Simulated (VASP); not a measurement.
# GaP: input slips in a phonon run and what they do, part 2 of 2

Aim: see how common mistakes in a phonon run show up, on GaP. The starting structure is a measured crystal structure from the Crystallography Open Database.

VASP 6.6.1.

Results so far: reference T2 364.6 cm⁻¹.

### Step 3. Modes with finite displacements, else as the reference

Level of this step: LDA; plane waves and PAW (Ga_d, P) (VASP).

Against step 2 the input has IBRION = 6, NFREE = 2, POTIM = 0.015 and no LEPSILON (also changed: NSW).

File INCAR:

```
SYSTEM = GaP
PREC = Accurate
ENCUT = 450
EDIFF = 1E-08
NELM = 100
ISMEAR = 0
SIGMA = 0.03
LREAL = .FALSE.
ALGO = Normal
GGA = CA
NBANDS = 15
LORBIT = 11
LWAVE = .FALSE.
LCHARG = .FALSE.
KPAR = 4
IBRION = 6
NFREE = 2
POTIM = 0.015
NSW = 1
ISIF = 2
```

File POSCAR:

```
GaP
1.0
    0.0000000000      2.6962180289      2.6962180289
    2.6962180289      0.0000000000      2.6962180289
    2.6962180289      2.6962180289      0.0000000000
Ga P
1 1
Direct
    0.0000000000      0.0000000000      0.0000000000
    0.7500000000      0.7500000000      0.7500000000
```

File KPOINTS:

```
Automatic mesh
0
Gamma
10 10 10
0 0 0
```

The projector-augmented-wave data sets are Ga_d and P (LDA family, release 64).

Started as:

```bash
$ mpirun -np 4 vasp_std
```

What it wrote:

```text
[... set-up lines as in an earlier step ...]
 entering main loop
       N       E                     dE             d eps       ncg     rms          rms(c)
[... 14 cycles as in an earlier step ...]
   1 F= -.10452644E+02 E0= -.10452644E+02  d E =-.704077E-24
[...]
2 F= -.10451463E+02 E0= -.10451463E+02  d E =-.668058E-18
[...]
3 F= -.10451463E+02 E0= -.10451463E+02  d E =-.677555E-18
[...]
4 F= -.10451465E+02 E0= -.10451465E+02  d E =-.676675E-18
[...]
5 F= -.10451465E+02 E0= -.10451465E+02  d E =-.676385E-18
 Finite differences progress:
  Degree of freedom:   2/  2
  Displacement:        2/  2
  Total:               4/  4
```

The job ended after 45 s (4 MPI ranks of Intel Xeon Platinum 8259CL at 2.50GHz (Skylake/Cascade Lake), shared host; peak memory 1 GiB; 2.9 min of CPU time).

Parts of OUTCAR (step 3):

```text
  Total       -0.0049891     -0.0022372     -0.0022372      0.0000000     -0.1213841      0.0000000
  in kB       -0.2039087     -0.0914365     -0.0914365      0.0000000     -4.9610948      0.0000000
  external PRESSURE =      -0.1289272 kB  Pullay stress =       0.0000000 kB

 POSITION                                       TOTAL-FORCE (eV/Angst)
 -----------------------------------------------------------------------------------
      0.00000      0.00000      0.00000        -0.157199      0.000000      0.000000
      4.02933      4.04433      4.04433         0.157199      0.000000      0.000000
 -----------------------------------------------------------------------------------
    total drift:                               -0.000079     -0.000001     -0.000001

  FREE ENERGIE OF THE ION-ELECTRON SYSTEM (eV)
  ---------------------------------------------------
  free  energy   TOTEN  =       -10.4514654201 eV

  energy  without entropy=      -10.4514654201  energy(sigma->0) =      -10.45146542

[... 2 parts as in an earlier step ...]

[... 1 further part left out ...]
[key lines of the parts left out:]
E-fermi :   5.0536
```

The last energy, forces and stress in OUTCAR belong to the last displaced cell, not to that of POSCAR.

With finite displacements, else as the reference the mode is T2 364.6 cm⁻¹, as with the reference.

### Step 4. Modes with a displacement typed far too large

A slip made on purpose: a displacement typed far too large. Against step 2 the input has IBRION = 6, NFREE = 2, POTIM = 0.25 and no LEPSILON (also changed: NELM and NSW).

Edit INCAR of step 3 so:

```diff
@@ -4,3 +4,3 @@
 EDIFF = 1E-08
-NELM = 100
+NELM = 60
 ISMEAR = 0
@@ -17,3 +17,3 @@
 NFREE = 2
-POTIM = 0.015
+POTIM = 0.25
 NSW = 1
```

POSCAR is that of step 3.

KPOINTS is that of step 3.

Started as:

```bash
$ mpirun -np 4 vasp_std
```

What it wrote:

```text
[... set-up lines as in an earlier step ...]
 entering main loop
       N       E                     dE             d eps       ncg     rms          rms(c)
[... 14 cycles as in an earlier step ...]
   1 F= -.10452644E+02 E0= -.10452644E+02  d E =-.704077E-24
[...]
2 F= -.10451463E+02 E0= -.10451463E+02  d E =-.668058E-18
[...]
3 F= -.10451463E+02 E0= -.10451463E+02  d E =-.677555E-18
[...]
4 F= -.10451465E+02 E0= -.10451465E+02  d E =-.676675E-18
[...]
5 F= -.10451465E+02 E0= -.10451465E+02  d E =-.676385E-18
 Finite differences progress:
  Degree of freedom:   2/  2
  Displacement:        2/  2
  Total:               4/  4
```

Elapsed: 45 s, on 4 MPI ranks; peak memory 1 GiB; 2.9 min of CPU time.

OUTCAR, selected parts (step 4):

```text
[... 6 parts as in an earlier step ...]

[... 1 further part left out ...]
[key lines of the parts left out:]
E-fermi :   5.0536
```

With a displacement typed far too large the mode is T2 364.6 cm⁻¹, as with finite displacements, else as the reference.

### Step 5. Modes with one-sided displacements

A slip made on purpose: one-sided displacements. Against step 2 the input has IBRION = 6, NFREE = 1, POTIM = 0.015 and no LEPSILON (also changed: NELM and NSW).

Edit INCAR of step 4 so:

```diff
@@ -16,4 +16,4 @@
 IBRION = 6
-NFREE = 2
-POTIM = 0.25
+NFREE = 1
+POTIM = 0.015
 NSW = 1
```

POSCAR is that of step 4.

KPOINTS is that of step 4.

Started as:

```bash
$ mpirun -np 4 vasp_std
```

What it wrote:

```text
[... set-up lines as in an earlier step ...]
 entering main loop
       N       E                     dE             d eps       ncg     rms          rms(c)
[... 14 cycles as in an earlier step ...]
   1 F= -.10452644E+02 E0= -.10452644E+02  d E =-.704077E-24
 Found     2 degrees of freedom:
 Finite differences POTIM= 0.01500 DOF=   2
[...]
N       E                     dE             d eps       ncg     rms          rms(c)
[... 6 cycles as in an earlier step ...]
   2 F= -.10451463E+02 E0= -.10451463E+02  d E =-.668058E-18
 Finite differences progress:
  Degree of freedom:   1/  2
  Displacement:        1/  1
  Total:               1/  2
[...]
N       E                     dE             d eps       ncg     rms          rms(c)
DAV:   1    -0.104491119832E+02    0.23513E-02   -0.95117E-01  5613   0.711E+00    0.114E-01
DAV:   2    -0.104514516558E+02   -0.23397E-02   -0.24246E-02  6197   0.133E+00    0.574E-02
DAV:   3    -0.104514788690E+02   -0.27213E-04   -0.70435E-04  7809   0.230E-01    0.335E-02
DAV:   4    -0.104514656425E+02    0.13226E-04   -0.54979E-05  6357   0.825E-02    0.547E-03
DAV:   5    -0.104514657961E+02   -0.15355E-06   -0.12999E-05  5816   0.281E-02    0.767E-03
DAV:   6    -0.104514655266E+02    0.26954E-06   -0.50824E-07  7261   0.626E-03    0.437E-03
DAV:   7    -0.104514654160E+02    0.11055E-06   -0.41104E-07  6260   0.389E-03    0.110E-03
DAV:   8    -0.104514654243E+02   -0.82746E-08   -0.94624E-08  5914   0.180E-03
   3 F= -.10451465E+02 E0= -.10451465E+02  d E =-.676028E-18
 Finite differences progress:
  Degree of freedom:   2/  2
  Displacement:        1/  1
  Total:               2/  2
```

The job ended after 26 s (4 MPI ranks; peak memory 0.96 GiB).

From OUTCAR (step 5):

```text
  Total       -0.0048858     -0.0021320     -0.0021320      0.0000000      0.1215487      0.0000000
  in kB       -0.1996885     -0.0871356     -0.0871356      0.0000000      4.9678194      0.0000000
  external PRESSURE =      -0.1246532 kB  Pullay stress =       0.0000000 kB

 POSITION                                       TOTAL-FORCE (eV/Angst)
 -----------------------------------------------------------------------------------
      0.00000      0.00000      0.00000         0.157204      0.000000      0.000000
      4.05933      4.04433      4.04433        -0.157204     -0.000000     -0.000000
 -----------------------------------------------------------------------------------
    total drift:                                0.000092      0.000000      0.000000

  FREE ENERGIE OF THE ION-ELECTRON SYSTEM (eV)
  ---------------------------------------------------
  free  energy   TOTEN  =       -10.4514654243 eV

  energy  without entropy=      -10.4514654243  energy(sigma->0) =      -10.45146542

[... 2 parts as in an earlier step ...]

[... 1 further part left out ...]
[key lines of the parts left out:]
E-fermi :   5.0536
```

With one-sided displacements the mode is T2 364.6 cm⁻¹, as with finite displacements, else as the reference.

### Step 6. Modes with a structure that was not relaxed

A slip made on purpose: a structure that was not relaxed. Against step 2 the input has another starting structure (also changed: NELM).

Edit INCAR of step 5 so:

```diff
@@ -15,6 +15,4 @@
 KPAR = 4
-IBRION = 6
-NFREE = 1
-POTIM = 0.015
-NSW = 1
+IBRION = 8
+LEPSILON = .TRUE.
 ISIF = 2
```

File POSCAR:

```
GaP
1.0
    0.0000000000      2.7252500000      2.7252500000
    2.7252500000      0.0000000000      2.7252500000
    2.7252500000      2.7252500000      0.0000000000
Ga P
1 1
Direct
    0.0000000000      0.0000000000      0.0000000000
    0.7500000000      0.7500000000      0.7500000000
```

KPOINTS is that of step 5.

Started as:

```bash
$ mpirun -np 4 vasp_std
```

What it wrote:

```text
[... set-up lines as in an earlier step ...]
 entering main loop
       N       E                     dE             d eps       ncg     rms          rms(c)
DAV:   1     0.729551376353E+02    0.72955E+02   -0.84055E+03  1473   0.157E+03
DAV:   2    -0.484434417406E+01   -0.77799E+02   -0.74104E+02  1543   0.293E+02
DAV:   3    -0.106614745865E+02   -0.58171E+01   -0.57918E+01  1788   0.662E+01
DAV:   4    -0.107586778024E+02   -0.97203E-01   -0.97162E-01  1776   0.920E+00
[...]
DAV:  12    -0.104421531752E+02    0.18517E-06   -0.49194E-07  1779   0.735E-03    0.466E-03
DAV:  13    -0.104421531528E+02    0.22384E-07   -0.19753E-07  1844   0.436E-03    0.867E-04
DAV:  14    -0.104421531522E+02    0.57662E-09   -0.82974E-09  1212   0.112E-03
   1 F= -.10442153E+02 E0= -.10442153E+02  d E =-.856900E-12
 Linear response reoptimize wavefunctions to high precision
DAV:   1    -0.104421531522E+02   -0.13642E-10   -0.16837E-09  1486   0.389E-04
DAV:   2    -0.104421531522E+02   -0.90949E-12   -0.24802E-10   922   0.153E-04
 Linear response G [H, r] |phi>, progress :
  Direction:   1
[...]
RMM:  15    -0.165251345801E+00    0.11734E-07   -0.13954E-07  8333   0.135E-05    0.934E-08
 first order change of Fermi-energy   0.62204E-04
 force on displaced ion       1 direction 1 :  -9.732   0.000   0.000
 Born effective charge ion    1 direction 1 :   2.111   0.000   0.000
 Linear response progress:
  Degree of freedom:   2/  2
       N       E                     dE             d eps       ncg     rms          rms(c)
RMM:   1    -0.508444761160E-01   -0.50844E-01    0.46989E-03 11692   0.177E+00
RMM:   2    -0.473210252272E-01    0.35235E-02   -0.58270E-03  9319   0.507E-01    0.119E-01
RMM:   3    -0.473315886986E-01   -0.10563E-04   -0.54317E-04 10345   0.164E-01    0.579E-02
RMM:   4    -0.475745596511E-01   -0.24297E-03   -0.13266E-04 10047   0.622E-02    0.110E-02
[...]
RMM:   9    -0.475640032235E-01    0.33072E-06    0.37978E-08 10694   0.292E-04    0.191E-05
RMM:  10    -0.475640987363E-01   -0.95513E-07    0.37634E-09 10258   0.102E-04    0.418E-06
RMM:  11    -0.475640942096E-01    0.45267E-08    0.83904E-09 10679   0.410E-05    0.625E-06
 first order change of Fermi-energy   0.53669E-04
 force on displaced ion       2 direction 1 :  -9.692   0.000   0.000
 Born effective charge ion    2 direction 1 :  -2.155   0.000   0.000
 Born effective charges drift removed
 Linear response finished
```

Elapsed: 2.8 min, on 4 MPI ranks; peak memory 1.3 GiB; 11 min of CPU time.

OUTCAR, selected parts (step 6):

```text
  Total       -0.6871800     -0.6871800     -0.6871800     -0.0000000      0.0000000      0.0000000
  in kB      -27.1976904    -27.1976904    -27.1976904     -0.0000000      0.0000000      0.0000000
  external PRESSURE =     -27.1976904 kB  Pullay stress =       0.0000000 kB

 POSITION                                       TOTAL-FORCE (eV/Angst)
 -----------------------------------------------------------------------------------
      0.00000      0.00000      0.00000        -0.000000     -0.000000     -0.000000
      4.08788      4.08788      4.08788         0.000000      0.000000      0.000000
 -----------------------------------------------------------------------------------
    total drift:                               -0.000001     -0.000001     -0.000000

 MACROSCOPIC STATIC DIELECTRIC TENSOR (including local field effects in DFT)
 ------------------------------------------------------
          11.226305     0.000000     0.000000
           0.000000    11.226305     0.000000
           0.000000    -0.000000    11.226305
 ------------------------------------------------------

 MACROSCOPIC STATIC DIELECTRIC TENSOR IONIC CONTRIBUTION
 ------------------------------------------------------
           2.098939    -0.000000     0.000000
          -0.000000     2.098939    -0.000000
           0.000000    -0.000000     2.098939
 ------------------------------------------------------

[... 1 part as in an earlier step ...]

[... 1 further part left out ...]
```

With a structure that was not relaxed the mode is T2 350.8 cm⁻¹, -13.8 cm⁻¹ from the reference.

### Step 7. Modes with perturbation theory asked for with a meta-GGA

A slip made on purpose: perturbation theory asked for with a meta-GGA. Against step 2 the input has METAGGA = R2SCAN, LASPH = .TRUE. and no GGA (also changed: NELM).

Edit INCAR of step 6 so:

```diff
@@ -9,3 +9,2 @@
 ALGO = Normal
-GGA = CA
 NBANDS = 15
@@ -18 +17,3 @@
 ISIF = 2
+METAGGA = R2SCAN
+LASPH = .TRUE.
```

File POSCAR:

```
GaP
1.0
    0.0000000000      2.6962180289      2.6962180289
    2.6962180289      0.0000000000      2.6962180289
    2.6962180289      2.6962180289      0.0000000000
Ga P
1 1
Direct
    0.0000000000      0.0000000000      0.0000000000
    0.7500000000      0.7500000000      0.7500000000
```

KPOINTS is that of step 6.

Started as:

```bash
$ mpirun -np 4 vasp_std
```

What it wrote:

```text
[banner, memory and clock lines left out]
running    4 mpi-ranks, on    1 nodes
[...]
|                                                                             |
|               ----> ADVICE to this user running VASP <----                  |
|                                                                             |
|     You enforced a specific xc type in the INCAR file but a different       |
|     [... a line on the potential file left out ...]
|     I HOPE YOU KNOW WHAT YOU ARE DOING!                                     |
|                                                                             |

 LDA part: xc-table for (None), standard interpolation
 POSCAR, INCAR and KPOINTS ok, starting setup
[...]
entering main loop
       N       E                     dE             d eps       ncg     rms          rms(c)
DAV:   1    -0.929605976537E+02   -0.92961E+02   -0.87547E+03  1434   0.165E+03
DAV:   2    -0.176193204188E+03   -0.83233E+02   -0.79411E+02  1613   0.317E+02
[...]
1 F= -.18008278E+03 E0= -.18008278E+03  d E =-.150135E-14
|                                                                             |
|     EEEEEEE  RRRRRR   RRRRRR   OOOOOOO  RRRRRR      ###     ###     ###     |
|     E        R     R  R     R  O     O  R     R     ###     ###     ###     |
|     E        R     R  R     R  O     O  R     R     ###     ###     ###     |
|     EEEEE    RRRRRR   RRRRRR   O     O  RRRRRR       #       #       #      |
|     E        R   R    R   R    O     O  R   R                               |
|     E        R    R   R    R   O     O  R    R      ###     ###     ###     |
|     EEEEEEE  R     R  R     R  OOOOOOO  R     R     ###     ###     ###     |
|                                                                             |
|     You have switched on METAGGA and linear-response routines. This         |
|     combination is currently not supported. If you have selected            |
|     LEPSILON=.TRUE., you can try using LCALCEPS=.TRUE. instead. In all      |
|     other cases, VASP will stop. SOOO sorry...                              |
|                                                                             |
|       ---->  I REFUSE TO CONTINUE WITH THIS SICK JOB ... BYE!!! <----       |
|                                                                             |

1
1
1
1
```

Run time: 38 s. Hardware: 4 MPI ranks.

VASP stopped with this message: “You have switched on METAGGA and linear-response routines. This combination is currently not supported. If you have selected LEPSILON=.TRUE., you can try using LCALCEPS=.TRUE. instead”.

### Step 8. All runs side by side

| run | ended | T2 | method | core minutes |
| --- | --- | --- | --- | --- |
| reference | converged | 364.6 | perturbation theory | 11.4 |
| finite displacements, else as the reference | converged | 364.6 | finite displacements | 3.0 |
| a displacement typed far too large | converged | 364.6 | finite displacements | 3.0 |
| one-sided displacements | converged | 364.6 | finite displacements | 1.73 |
| a structure that was not relaxed | converged | 350.8 | perturbation theory | 11.2 |
| perturbation theory asked for with a meta-GGA | stopped by VASP | - | perturbation theory | 2.53 |

Modes are in cm⁻¹, degenerate ones as one, matched between runs by symmetry and order. A number in brackets counts the listed modes of one symmetry from the lowest. The symmetry labels come from an automatic analysis and can be wrong where levels nearly coincide. Core minutes are wall time times ranks of the run shown, on a shared host.

### Step 9. Outcome

* T2, reference: 364.6 cm⁻¹
* T2, finite displacements, else as the reference: 364.6 cm⁻¹
* T2, a displacement typed far too large: 364.6 cm⁻¹
* T2, one-sided displacements: 364.6 cm⁻¹
* T2, a structure that was not relaxed: 350.8 cm⁻¹
* run with perturbation theory asked for with a meta-GGA: stopped by VASP

**Reading.** VASP stopped by itself in the run with perturbation theory asked for with a meta-GGA. Finished, but with signs in the output that stand out against the reference: a structure that was not relaxed, with modes off by up to -14 cm⁻¹, in T2 (signs: a pressure of -2.7 GPa on the undisplaced cell). Little came of one-sided displacements in this material. The displacement typed far too large never took effect: VASP put its default in its place. Runs with finite displacements are held against the sound run of that kind. The dielectric constants and Born charges in the logs aren't compared here; at a small gap they can be far off, and in a run without a gap they mean nothing. The frequencies are harmonic, and the splitting of polar modes by their long-range field is left out. Further runs on this material are not shown.

[Lines on the potential files, build, host, timing and source positions are cut from VASP's logs without a mark.]

[Logs are printed without paths, hosts, clocks, repeated set-up lines and the standing remarks that a program may print on its own settings, such as how far it seeks lower states.]

[Hosts, paths, dates, database ids (printed as entryN), source tags and the programs' standing remarks are cut or masked in the printed files.]
